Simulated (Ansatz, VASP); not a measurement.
**Two plane-wave programs on Si2Ni**

Contents of INCAR:

```
PREC = Accurate ; ENCUT = 520
EDIFF = 1E-7 ; ISMEAR = -1
SIGMA = 0.05 ; LREAL = False
LASPH = True ; NELM = 150
ALGO = Normal ; ISIF = 2
LWAVE = False ; LCHARG = False
ISPIN = 2 ; MAGMOM = 1 0 0
LORBIT = 11 ; LMAXMIX = 4
GGA = PE ; NBANDS = 20
```

File KPOINTS:

```
regular mesh
0
Gamma
  9 9 9
```

Contents of POSCAR:

```
Si2Ni
1.0
    0.0000000000      2.7209011839      2.7209011839
    2.7209011839      0.0000000000      2.7209011839
    2.7209011839      2.7209011839      0.0000000000
Ni Si
1 2
Direct
    0.0000000000      0.0000000000      0.0000000000
    0.7500000000      0.7500000000      0.7500000000
    0.2500000000      0.2500000000      0.2500000000
```

input.yaml

```yaml
crystal:
  lattice:
    - [0.0, 2.7209011839, 2.7209011839]
    - [2.7209011839, 0.0, 2.7209011839]
    - [2.7209011839, 2.7209011839, 0.0]
  atoms:
    - { symbol: Ni, position: [0.0, 0.0, 0.0], spin: 1.0 }
    - { symbol: Si, position: [0.75, 0.75, 0.75] }
    - { symbol: Si, position: [0.25, 0.25, 0.25] }
hamiltonian:
  xc: pbe
  pseudopotentials: { kind: paw }
magnetization:
  spin_polarized: true
kpoints:
  mp_grid: { grid: [9, 9, 9] }
scf:
  occupations: { method: fermi_dirac, width: 0.05 }
output:
  forces: true
  stress: true
  eigenvalues: true
```

Change from the starting cell: volume scaled by 1.02.

Alike in both runs: task single point; functional PBE; k mesh 9 × 9 × 9; occupations fermi-dirac, width 0.05 eV; collinear spin, ferromagnetic start.

|  | VASP | Ansatz |
| --- | --- | --- |
| version | VASP 6.6.1 | Ansatz 0.2.0 |
| potentials or method | VASP PAW PBE potentials, release 64 (Ni, Si) | Ansatz PAW |
| plane-wave cutoff (eV) | 520 | 420 |
| valence electrons in the cell | 18 | 26 |

VASP gave:

```
gap on the k mesh at the Fermi level (eV) : none
pressure (GPa)                            : 0.7
net moment per atom (μB)                  : 0.00
```

Problem. What did Ansatz give for the same quantities?

Solution. gap on the k mesh at the Fermi level (eV): none; pressure (GPa): 0.8; net moment per atom (μB): 0.00.

A gap of «none» marks a metal or a gap that the smearing closes. The functional is the same, so the differences come from potentials, cutoffs and numerics. The two sets of potentials don't hold the same shells in valence.

Caveats: the starting moments weren't kept (Ansatz).
